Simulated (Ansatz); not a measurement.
Crystal: TiB2.

```
Ti B
1.0
     3.02920    0.00000    0.00000
    -1.51460    2.62336    0.00000
     0.00000    0.00000    3.22840
Ti B
1 2
Cartesian
  0.0000 0.0000 0.0000
  1.5146 0.8745 1.6142
  0.0000 1.7489 1.6142
```

* Program: Ansatz 0.2.0
* Task: single point
* Functional: PBEsol
* Potentials or basis: all-electron LAPW, scalar-relativistic
* Cutoff: 311 eV (chosen from the basis error)
* Basis error allowed: 0.001 eV/atom
* k mesh: 10 × 10 × 8
* Occupations: fermi-dirac, width 0.05 eV
* Spin: no spin polarisation

On this cell: pressure -5.1 GPa; largest force under 0.003 eV/Å; band gap on the k mesh none (metal or under the smearing width).

The same run follows on a disturbed copy (atoms moved at random, drawn with an rms of 0.05 Å):

```xyz
3
Lattice="3.0292 0.0000 0.0000 -1.5146 2.6234 0.0000 0.0000 0.0000 3.2284" Properties=species:S:1:pos:R:3 pbc="T T T"
Ti    0.0109   -0.0365   -0.0493
B     1.5136    0.8224    1.6230
B    -0.0053    1.7485    1.5951
```

What changes?

The energy (extrapolated to zero smearing) moves by +13.0 meV/atom; pressure -4.5 GPa; largest force 0.946 eV/Å; band gap on the k mesh none (metal or under the smearing width).

Forces in eV/Å, atoms in the order of the input:
```
Ti  -0.203  0.138  0.616
B    0.045  0.781 -0.461
B    0.159 -0.920 -0.155
```

Stress tensor (GPa, compression positive):
```
-5.02  0.06 -0.16
 0.06 -2.16  0.09
-0.16  0.09 -6.32
```
